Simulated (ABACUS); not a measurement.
# InP (F-43m) in ABACUS: a series of runs

Runs on InP. Level: AM05. Tasks: single point, relaxation of cell and atoms.

Everything below comes from runs of ABACUS 3.10.1. Logs are shortened: lines on timing, memory, paths and dates and some standing lists are left out, and cuts for length are marked.

**The experiment to reproduce.**

A printed reference work, data compilation reports, for a bulk crystal of InP at 1.6 K: band gap 1.4236 eV (direct).

The runs below are set against these values where they give the same quantity.

## 1. The structure

Symmetry: F-43m, No. 216, cubic system. Conventional cell: a = 5.861 Å, b = 5.861 Å, c = 5.861 Å, α = 90.00°, β = 90.00°, γ = 90.00°. Around In (site symmetry -43m) lie 4 P at 2.54 Å. Around P (site symmetry -43m) lie 4 In at 2.54 Å.

## 2. Single point, AM05

Contents of INPUT:

```
INPUT_PARAMETERS
suffix              InP
calculation         scf
basis_type          pw
pseudo_dir          ./
symmetry            1
dft_functional      GGA_X_AM05+GGA_C_AM05
ecutwfc             55
pseudo_rcut         10
nspin               1
nbands              19
ks_solver           dav
smearing_method     fd
smearing_sigma      0.00367493
scf_thr             1e-08
scf_nmax            100
mixing_type         broyden
mixing_beta         0.7
cal_force           1
cal_stress          1
ecutrho             440
out_chg             1
kpar                4
```

Contents of STRU:

```
ATOMIC_SPECIES
In 114.8180 In.pbe-dn-rrkjus_psl.0.2.2.UPF
P 30.9738 P.pbe-n-rrkjus_psl.1.0.0.UPF

LATTICE_CONSTANT
1.8897261246

LATTICE_VECTORS
0.0000000000 2.9305000000 2.9305000000
2.9305000000 0.0000000000 2.9305000000
2.9305000000 2.9305000000 0.0000000000

ATOMIC_POSITIONS
Direct

In
0.0
1
0.0000000000 0.0000000000 0.0000000000 1 1 1

P
0.0
1
0.7500000000 0.7500000000 0.7500000000 1 1 1
```

Contents of KPT:

```
K_POINTS
0
Gamma
6 6 6 0 0 0
```

Potentials or basis: SSSP 1.3 efficiency PBE, plane waves.

Launch:

```
OMP_NUM_THREADS=1 mpirun -np 4 abacus > log
```

running log:

```text
ABACUS v3.10.1

               Atomic-orbital Based Ab-initio Computation at UStc

 ------------------------------------------------------------------------------------

 READING GENERAL INFORMATION
                           global_out_dir = OUT.InP/
                           global_in_card = INPUT
                               pseudo_dir = ./
                              orbital_dir =
                                    DSIZE = 4
                                    GSIZE = 1

 READING UNITCELL INFORMATION
                                    ntype = 2
                  lattice constant (Bohr) = 1.88973
              lattice constant (Angstrom) = 1

 READING ATOM TYPE 1
                               atom label = In
                      L=0, number of zeta = 1
                      L=1, number of zeta = 1
                      L=2, number of zeta = 1
             number of atom for this type = 1

 READING ATOM TYPE 2
                               atom label = P
                      L=0, number of zeta = 1
                      L=1, number of zeta = 1
                      L=2, number of zeta = 1
             number of atom for this type = 1

                        TOTAL ATOM NUMBER = 2
DIRECT COORDINATES
    atom                   x                   y                   z     mag                  vx                  vy                  vz
taud_In1            0.0000000000        0.0000000000        0.0000000000  0.0000        0.0000000000        0.0000000000        0.0000000000
taud_P1            0.7500000000        0.7500000000        0.7500000000  0.0000        0.0000000000        0.0000000000        0.0000000000

                          Volume (Bohr^3) = 339.666
                             Volume (A^3) = 50.3332

 Lattice vectors: (Cartesian coordinate: in unit of a_0)
                   +0             +2.9305             +2.9305
              +2.9305                  +0             +2.9305
              +2.9305             +2.9305                  +0
 Reciprocal vectors: (Cartesian coordinate: in unit of 2 pi/a_0)
            -0.170619           +0.170619           +0.170619
            +0.170619           -0.170619           +0.170619
            +0.170619           +0.170619           -0.170619
 The esolver type has been set to : ksdft_pw

                PAO radial cut off (Bohr) = 10

 Read in pseudopotential file is In.pbe-dn-rrkjus_psl.0.2.2.UPF
                     pseudopotential type = USPP
          exchange-correlation functional = PBE
                 nonlocal core correction = 1
                        valence electrons = 13
                                     lmax = 2
                           number of zeta = 3
                     number of projectors = 6
                           L of projector = 0
                           L of projector = 0
                           L of projector = 1
                           L of projector = 1
                           L of projector = 2
                           L of projector = 2
 XC functional updated to : GGA_X_AM05+GGA_C_AM05
          exchange-correlation functional = GGA_X_AM05+GGA_C_AM05
                PAO radial cut off (Bohr) = 10

 Read in pseudopotential file is P.pbe-n-rrkjus_psl.1.0.0.UPF
                     pseudopotential type = USPP
          exchange-correlation functional = PBE
                 nonlocal core correction = 1
                        valence electrons = 5
                                     lmax = 2
                           number of zeta = 2
                     number of projectors = 6
                           L of projector = 0
                           L of projector = 0
                           L of projector = 1
                           L of projector = 1
                           L of projector = 2
                           L of projector = 2
 XC functional updated to : GGA_X_AM05+GGA_C_AM05
          exchange-correlation functional = GGA_X_AM05+GGA_C_AM05
     initial pseudo atomic orbital number = 13

 SETUP THE ELECTRONS NUMBER
            electron number of element In = 13
      total electron number of element In = 13
             electron number of element P = 5
       total electron number of element P = 5
            AUTOSET number of electrons:  = 18
                           occupied bands = 9
                                   NBANDS = 19
                                   NLOCAL = 18

%%%%%%%%%%%%%%%%%%%%%%%%%%%%%%%%%%%%%%%%%%%%%%%%%%%%%%%%%%%%%%%%%%%%%%%%%%%%%%%%%%%%%%%%%%%%%%%%%%%%%%%%%%
 Warning: the number of valence electrons in pseudopotential > 3 for In: [Kr] 4d10 5s2 5p1
 Pseudopotentials with additional electrons can yield (more) accurate outcomes, but may be less efficient.
 If you're confident that your chosen pseudopotential is appropriate, you can safely ignore this warning.
%%%%%%%%%%%%%%%%%%%%%%%%%%%%%%%%%%%%%%%%%%%%%%%%%%%%%%%%%%%%%%%%%%%%%%%%%%%%%%%%%%%%%%%%%%%%%%%%%%%%%%%%%%
[... 86 lines left out ...]
                                       S3 = 0
                                       S4 = 6
                                       S6 = 0
               POINT GROUP IN SPACE GROUP = T_d

 SETUP K-POINTS
                                    nspin = 1
                   Input type of k points = Monkhorst-Pack(Gamma)
                                   nkstot = 216
                       right hand lattice = 1
(for reciprocal lattice: )
                             BRAVAIS TYPE = 2
                     BRAVAIS LATTICE NAME = 02. Cubic I (body-centered)
                                    ibrav = 2
                       right hand lattice = 1
(for k-lattice: )
                             BRAVAIS TYPE = 2
                     BRAVAIS LATTICE NAME = 02. Cubic I (body-centered)
                                    ibrav = 2
                       right hand lattice = 1
                        ROTATION MATRICES = 48
                               nkstot_ibz = 16
K-POINTS REDUCTION ACCORDING TO SYMMETRY
     IBZ    DIRECT_X    DIRECT_Y    DIRECT_Z  WEIGHT  ibz2bz
       1  0.00000000  0.00000000  0.00000000  0.0046       0
       2  0.16666667  0.16666667  0.16666667  0.0370       1
       3  0.33333333  0.33333333  0.33333333  0.0370       2
       4  0.50000000  0.50000000  0.50000000  0.0185       3
       5  0.16666667  0.16666667  0.00000000  0.0278       7
       6  0.33333333  0.33333333  0.16666667  0.1111       8
[... 8 lines left out ...]
      15  0.50000000  0.33333333 -0.33333333  0.1111      52
      16  0.50000000  0.33333333 -0.16666667  0.0556      58

                               nkstot now = 16
[... K-POINTS DIRECT COORDINATES: 16 rows ...]

           k-point number in this process = 4
       minimum distributed K point number = 4
[... stars of the k points ...]

[... K-POINTS CARTESIAN COORDINATES: 4 rows ...]

[... K-POINTS DIRECT COORDINATES: 4 rows ...]

 SETUP PLANE WAVES FOR WAVE FUNCTIONS
     energy cutoff for wavefunc (unit:Ry) = 55
              fft grid for wave functions = [ 40, 40, 40 ]
                    number of plane waves = 2741
                         number of sticks = 253

 PARALLEL PW FOR WAVE FUNCTIONS
     PROC   COLUMNS(POT)             PW
        1            253           2741
 --------------- sum -------------------
        1            253           2741

 SETUP NONLOCAL PSEUDOPOTENTIALS IN PLANE WAVE BASIS
 In non-local projectors:
 projector 1 L=0
 projector 2 L=0
 projector 3 L=1
 projector 4 L=1
 projector 5 L=2
 projector 6 L=2
 P non-local projectors:
 projector 1 L=0
 projector 2 L=0
 projector 3 L=1
 projector 4 L=1
 projector 5 L=2
 projector 6 L=2
      TOTAL NUMBER OF NONLOCAL PROJECTORS = 36

 Init Non-Local PseudoPotential table :
 Init Non-Local-Pseudopotential done.

                                     npwx = 2362

 Make real space PAO into reciprocal space.
       max mesh points in Pseudopotential = 1057
     dq(describe PAO in reciprocal space) = 0.01
                                    max q = 894

 number of pseudo atomic orbitals for In is 3
WARNING: norm of atomic wavefunction # 1 of atomic type In is 0.999987, renormalized
WARNING: norm of atomic wavefunction # 2 of atomic type In is 0.998154, renormalized

 number of pseudo atomic orbitals for P is 2
WARNING: norm of atomic wavefunction # 2 of atomic type P is 0.999973, renormalized

 -------------------------------------------
 SELF-CONSISTENT
 -------------------------------------------
                                 init_chg = atomic

 PW ALGORITHM --------------- ION=   1  ELEC=   1--------------------------------

 Notice: Threshold on eigenvalues was too large.
 hsover_error=0.18 > DRHO=0.0971909
 Origin diag ethr = 0.01
 New diag ethr = 0.00053995

 Density error is 0.0993132662029
                          Error Threshold = 0.000539949710543
----------------------------------------------------------
     Energy           Rydberg                 eV
----------------------------------------------------------
 E_KohnSham     -158.2436393680      -2153.0151676616
 E_Harris       -159.4309719589      -2169.1696563190
 E_Fermi        0.4935207413         6.7146941633
----------------------------------------------------------
[... 63 lines left out ...]
 Density error is 3.24093143799e-09
                          Error Threshold = 2.25303759438e-10
----------------------------------------------------------
     Energy           Rydberg                 eV
----------------------------------------------------------
 E_KohnSham     -158.2715313529      -2153.3946575857
 E_KS(sigma->0) -158.2715308305      -2153.3946504780
 E_Harris       -158.2716209768      -2153.3958769810
 E_band         -3.9975344494        -54.3892464625
 E_one_elec     -60.3113224584       -820.5776393500
 E_Hartree      43.1252916110        586.7496938208
 E_xc           -51.3650952631       -698.8579738909
 E_Ewald        -89.7204041976       -1220.7087239501
 E_entropy(-TS) -0.0000010448        -0.0000142154
 E_descf        0.0000000000         0.0000000000
 E_exx          0.0000000000         0.0000000000
 E_Fermi        0.5322914449         7.2421966480
----------------------------------------------------------

 charge density convergence is achieved
 final etot is -2153.3946576 eV
 EFERMI = 7.242196648 eV

 STATE ENERGY(eV) AND OCCUPATIONS    NSPIN == 1
 1/4 kpoint (Cartesian) = 0.0000 0.0000 0.0000 (2277 pws)
       1       -7.30136     0.00925926
       2       -7.30136     0.00925926
       3       -7.30136     0.00925926
       4       -7.14780     0.00925926
       5       -7.14780     0.00925926
       6       -4.66930     0.00925926
[... 74 lines left out ...]
      18        19.5175        0.00000
      19        19.5175        0.00000

------------------------------------------------------------------------------------------
 TOTAL-FORCE (eV/Angstrom)
------------------------------------------------------------------------------------------
                       In1         0.0000000000         0.0000000000         0.0000000000
                        P1         0.0000000000         0.0000000000         0.0000000000
------------------------------------------------------------------------------------------

----------------------------------------------------------------
 TOTAL-STRESS (KBAR)
----------------------------------------------------------------
        12.0481245999        -0.0000000000         0.0000000000
        -0.0000000000        12.0481245999        -0.0000000000
        -0.0000000000         0.0000000000        12.0481245999
----------------------------------------------------------------
 TOTAL-PRESSURE: 12.048125 KBAR

 --------------------------------------------
 !FINAL_ETOT_IS -2153.3946575857230528 eV
 --------------------------------------------
```

It took 19 s on 4 MPI ranks of AMD EPYC 9R45 (Zen 5), shared host; peak memory 1 GiB.

What came out:

* Free energy: -2153.3947 eV
* Pressure: 1.2 GPa
* Band gap on the k mesh: 0.68 eV, direct

Caveat: the potentials were made for another functional, which shifts forces and pressure; spin-orbit coupling is left out, which moves the levels of the heavy elements.

## 3. Relaxation of cell and atoms, AM05

Edit INPUT of step 2 so:

```diff
@@ -2,5 +2,6 @@
 suffix              InP
-calculation         scf
+calculation         cell-relax
 basis_type          pw
 pseudo_dir          ./
+latname             fcc
 symmetry            1
@@ -10,3 +11,3 @@
 nspin               1
-nbands              19
+nbands              13
 ks_solver           dav
@@ -21,3 +22,7 @@
 ecutrho             440
-out_chg             1
+relax_nmax          60
+force_thr_ev        0.005
+relax_method        cg
+out_stru            1
+stress_thr          0.2
 kpar                4
```

Contents of STRU:

```
ATOMIC_SPECIES
In 114.8180 In.pbe-dn-rrkjus_psl.0.2.2.UPF
P 30.9738 P.pbe-n-rrkjus_psl.1.0.0.UPF

LATTICE_CONSTANT
11.0756848164

ATOMIC_POSITIONS
Direct

In
0.0
1
0.0000000000 0.0000000000 0.0000000000 1 1 1

P
0.0
1
0.2500000000 0.2500000000 0.2500000000 1 1 1
```

KPT is that of step 2.

Potentials or basis: SSSP 1.3 efficiency PBE, plane waves.

Launch:

```
OMP_NUM_THREADS=1 mpirun -np 4 abacus > log
```

running log:

```text
ABACUS v3.10.1

               Atomic-orbital Based Ab-initio Computation at UStc

 ------------------------------------------------------------------------------------

 READING GENERAL INFORMATION
                           global_out_dir = OUT.InP/
                           global_in_card = INPUT
                               pseudo_dir = ./
                              orbital_dir =
                                    DSIZE = 4
                                    GSIZE = 1

 READING UNITCELL INFORMATION
                                    ntype = 2
                  lattice constant (Bohr) = 11.0757
              lattice constant (Angstrom) = 5.861

 READING ATOM TYPE 1
                               atom label = In
                      L=0, number of zeta = 1
                      L=1, number of zeta = 1
                      L=2, number of zeta = 1
             number of atom for this type = 1

 READING ATOM TYPE 2
                               atom label = P
                      L=0, number of zeta = 1
                      L=1, number of zeta = 1
                      L=2, number of zeta = 1
             number of atom for this type = 1

                        TOTAL ATOM NUMBER = 2
DIRECT COORDINATES
[... 486 lines left out ...]
 Largest gradient in stress is 6.350283 kbar.
 Threshold is 0.200000 kbar.

 Relaxation is not converged yet!
DIRECT COORDINATES
    atom                   x                   y                   z     mag                  vx                  vy                  vz
taud_In1            0.0000000000        0.0000000000        0.0000000000  0.0000        0.0000000000        0.0000000000        0.0000000000
taud_P1            0.2500000000        0.2500000000        0.2500000000  0.0000        0.0000000000        0.0000000000        0.0000000000

                          Volume (Bohr^3) = 345.862998
                             Volume (A^3) = 51.251547
[... 10 lines left out ...]
 -------------------------------------------
 STEP OF RELAXATION : 3
 -------------------------------------------

[... set-up of the moved cell ...]

 PW ALGORITHM --------------- ION=   3  ELEC=   1--------------------------------
 Notice: Threshold on eigenvalues was too large.
 hsover_error=0.180000 > DRHO=0.000043
 Origin diag ethr = 0.010000
 New diag ethr = 0.000000

 Density error is 0.000021202421
                          Error Threshold = 0.000000240267
----------------------------------------------------------
     Energy           Rydberg                 eV
----------------------------------------------------------
 E_KohnSham     -158.2717760425      -2153.3979867582
 E_Harris       -158.2734715027      -2153.4210546778
 E_Fermi        0.5112299144         6.9556398232
----------------------------------------------------------

[... 3 further cycles ...]
 PW ALGORITHM --------------- ION=   3  ELEC=   5--------------------------------

 Density error is 0.000000001265
                          Error Threshold = 0.000000000084
----------------------------------------------------------
     Energy           Rydberg                 eV
----------------------------------------------------------
 E_KohnSham     -158.2717816372      -2153.3980628783
 E_KS(sigma->0) -158.2717804156      -2153.3980462566
 E_Harris       -158.2717533022      -2153.3976773604
 E_band         -4.2371333679        -57.6491569898
 E_one_elec     -61.1635565545       -832.1728790865
 E_Hartree      43.4187365375        590.7422168703
 E_xc           -51.3456632376       -698.5935876209
 E_Ewald        -89.1812959392       -1213.3737797978
 E_entropy(-TS) -0.0000024433        -0.0000332433
 E_descf        0.0000000000         0.0000000000
[... 88 lines left out ...]
 Largest gradient in stress is 0.013218 kbar.
 Threshold is 0.200000 kbar.

 Relaxation is converged!

 --------------------------------------------
 !FINAL_ETOT_IS -2153.3980628782724125 eV
 --------------------------------------------
```

Run time: 48 s. Hardware: 4 MPI ranks of AMD EPYC 9R45 (Zen 5), shared host; peak memory 1.1 GiB.

Results:

```
Free energy                            : -2153.3981 eV
Relaxed volume                         : 25.63 Å³/atom
Relaxed cell                           : a = 4.169 Å, b = 4.169 Å, c = 4.169 Å, α = 60.00°, β = 60.00°, γ = 60.00°
Space group after relaxing (to 0.05 Å) : F-43m (No. 216)
Energy gained by relaxing              : 1.7 meV/atom
Ionic steps                            : 3
Pressure after relaxing                : 0.0 GPa
Band gap on the k mesh                 : 0.58 eV, direct
```

Step by step:
| step | energy change (eV) | largest force (eV/Å) | pressure (GPa) | volume (Å³) |
| --- | --- | --- | --- | --- |
| 1 | 0.0000 | 0.0000 | 1.21 | 50.33 |
| 2 | -0.0023 | 0.0000 | -0.64 | 51.78 |
| 3 | -0.0034 | 0.0000 | 0.00 | 51.25 |

Final structure:
```
CELL_PARAMETERS angstrom
-2.94821 0.00000 2.94821
0.00000 2.94821 2.94821
-2.94821 2.94821 0.00000
ATOMIC_POSITIONS crystal
In 0.00000 0.00000 0.00000
P 0.25000 0.25000 0.25000
```

Caveat: the potentials were made for another functional, which shifts forces and pressure; spin-orbit coupling is left out, which moves the levels of the heavy elements. Zero-point motion and thermal expansion aren't in these numbers.

## 4. Against experiment

Step 2. Measured gap of InP: 1.4236 eV (direct; 1.6 K; a printed reference work, data compilation). This calculation gives 0.68 eV (-0.74 eV). Spin-orbit coupling on In is left out. The value is that of AM05, without temperature or zero-point motion. Semilocal functionals fall short of measured gaps as a rule.
